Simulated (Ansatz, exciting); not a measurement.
# One calculation of CdF2, 3 ways

```xyz
3
Lattice="0.0000 2.6940 2.6940 2.6940 0.0000 2.6940 2.6940 2.6940 0.0000" Properties=species:S:1:pos:R:3 pbc="T T T"
Cd    0.0000    0.0000    0.0000
F     4.0410    4.0410    4.0410
F     1.3470    1.3470    1.3470
```

Alike in all runs: task band structure; functional LDA; k mesh 9 × 9 × 9; occupations fermi-dirac, width 0.05 eV; no spin polarisation; no spin-orbit coupling. LDA stands for any of its common fits. Pressure is positive in compression and, in plane waves, holds the error of the finite cutoff, which Ansatz's Pulay term estimates and takes out. Gaps are the smaller of the mesh's and the band path's.

| program and potentials | plane-wave cutoff (eV) | notes | band gap (eV) | pressure (GPa) |
| --- | --- | --- | --- | --- |
| Ansatz, Ansatz PAW | 420 | potentials made for PBE, which Ansatz adapts in part | ? | ? |
| exciting, all-electron LAPW+lo, shipped species files, valence relativity iora* | - | - | 2.80 | - |
| Ansatz, all-electron LAPW, scalar-relativistic | - | - | 2.80 | -5.67 |

Estimate from the other rows what the run with Ansatz, Ansatz PAW gave.

Band gap 2.81 eV; pressure -5.70 GPa. Its pressure holds a Pulay term of +0.90 GPa. The other rows, which needn't bracket it: band gap 2.80; pressure -5.67.
